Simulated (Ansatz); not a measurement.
# Si: stress in a strained cell

Aim: deform Si (equal xy, yz and zx engineering shear strains of +2 %) and compute stress, forces and field gradients with LAPW, PAW and all-electron datasets made for the crystal.

Method: DFT LDA, scalar-relativistic, in Ansatz 0.2.0.

**1. Starting point**

Symmetry: Imma, No. 74, orthorhombic system. The conventional cell has a = 4.502 Å, b = 4.737 Å, c = 2.550 Å, α = 90.00°, β = 90.00°, γ = 90.00°. Around Si (site symmetry mm2) lie 8 Si at 2.39 to 2.74 Å.

Structure file:

```xyz
2
Lattice="-2.2510 2.3685 1.2750 2.2510 -2.3685 1.2750 2.2510 2.3685 -1.2750" Properties=species:S:1:pos:R:3 pbc="T T T"
Si    0.0000    1.1843    1.4204
Si    2.2510    1.1843   -0.1453
```

Atoms are numbered in the order of the input: Si1, Si2.

**2. The deformed structure**

Space group Imma before, P-1 after.

**3. All-electron LAPW**

Contents of input.yaml:

```yaml
crystal:
  lattice:
    - [-2.214565, 2.35874, 1.276175]
    - [2.240065, -2.33324, 1.273825]
    - [2.261935, 2.37826, -1.228805]
  atoms:
    - { symbol: Si, position: [0.807, 0.557, 0.25] }
    - { symbol: Si, position: [0.193, 0.443, 0.75] }
kpoints:
  mp_grid: { grid: [16, 16, 16] }
  band_path:
    path:
      - [0.0, 0.0, 0.0]
      - [0.0, 0.0, -0.5]
      - [-0.5, 0.5, 0.0]
      - [0.0, 0.0, 0.0]
      - [0.5, 0.0, 0.0]
      - [0.0, 0.5, -0.5]
      - [0.0, 0.0, 0.0]
      - [0.0, 0.5, 0.0]
      - [0.5, 0.0, -0.5]
    npoints: 5
scf:
  occupations: { method: fermi_dirac, width: 0.05 }
hamiltonian:
  xc: lda
  pseudopotentials: { kind: all_electron, lapw: { basis_error: 0.0005 } }
output:
  forces: true
  stress: true
  eigenvalues: true
```

Command:

```console
$ ansatz run input.yaml --threads 1 --pin off --max-ram 3072MiB --backend cpu --events-out ev --progress --plain --runs-dir out
```

**4. PAW on the default files**

Contents of input.yaml:

```yaml
crystal:
  lattice:
    - [-2.214565, 2.35874, 1.276175]
    - [2.240065, -2.33324, 1.273825]
    - [2.261935, 2.37826, -1.228805]
  atoms:
    - { symbol: Si, position: [0.807, 0.557, 0.25] }
    - { symbol: Si, position: [0.193, 0.443, 0.75] }
kpoints:
  mp_grid: { grid: [16, 16, 16] }
scf:
  occupations: { method: fermi_dirac, width: 0.05 }
hamiltonian:
  xc: lda
  pseudopotentials: { kind: paw }
output:
  forces: true
  stress: true
  eigenvalues: true
  efg: { contact_densities: true }
```

**5. Datasets made for this crystal**

input.yaml: that of step 4 with these lines changed.

```diff
@@ -14,3 +14,3 @@
   xc: lda
-  pseudopotentials: { kind: paw }
+  pseudopotentials: { kind: all_electron, datasets: crystal }
 output:
```

(Steps that only read results are left out.)

What does the calculation give? Wanted: pressure; largest shear or deviatoric stress.

As calculated:

| quantity | value |
| --- | --- |
| pressure | LAPW 10.80, PAW 10.84, crystal datasets 10.80 GPa |
| largest shear or deviatoric stress (LAPW) | 1.79 GPa |

The largest part of the stress beyond the pressure is 1.79 GPa in size, in the yy component; the atoms are carried along and not relaxed. No run of the undeformed cell stands beside it, so the pressure holds what the given cell had before the change. PAW: stress within 0.06 GPa of LAPW, forces within 1 meV/Å. Crystal datasets: stress within 0.01 GPa of LAPW, forces within 1 meV/Å.
